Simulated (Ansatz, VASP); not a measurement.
# Ti4H in VASP and in Ansatz

```
Ti H
1.0
     3.25534    0.00000    0.00000
     0.00000    3.25534    0.00000
     0.00000    0.00000   20.17937
Ti H
4 1
Direct
  0.50000 0.50000 0.19822
  0.00000 0.00000 0.27888
  0.50000 0.50000 0.35519
  0.00000 0.00000 0.43011
  0.37500 0.37500 0.45170
```

Alike in both runs: functional PBE; k mesh 8 × 8 × 1; occupations gaussian, width 0.1 eV; no spin polarisation.

Ansatz relaxed the structure, and its values are those at the end. VASP's run is a single point on that final structure, the one shown.

```csv
,VASP,Ansatz
version,VASP 6.6.1,Ansatz 0.2.0
potentials or method,"VASP PAW PBE potentials, release 64 (Ti_sv, H)","scalar-relativistic, plane waves, PAW"
plane-wave cutoff (eV),520,420
valence electrons in the cell,49,49
```

```csv
,VASP,Ansatz,Ansatz less VASP
gap on the k mesh at the Fermi level (eV),none,none,-
rms of the force components (eV/Å),0.533,0.532,-0.0016
"work function, face that differs most (eV)",3.27,3.28,+0.001
```

A gap of «none» marks a metal or a gap that the smearing closes. With one functional, cell and mesh, what is left measures potentials, basis and numerics. Ansatz warned: «vacuum_below_fermi».
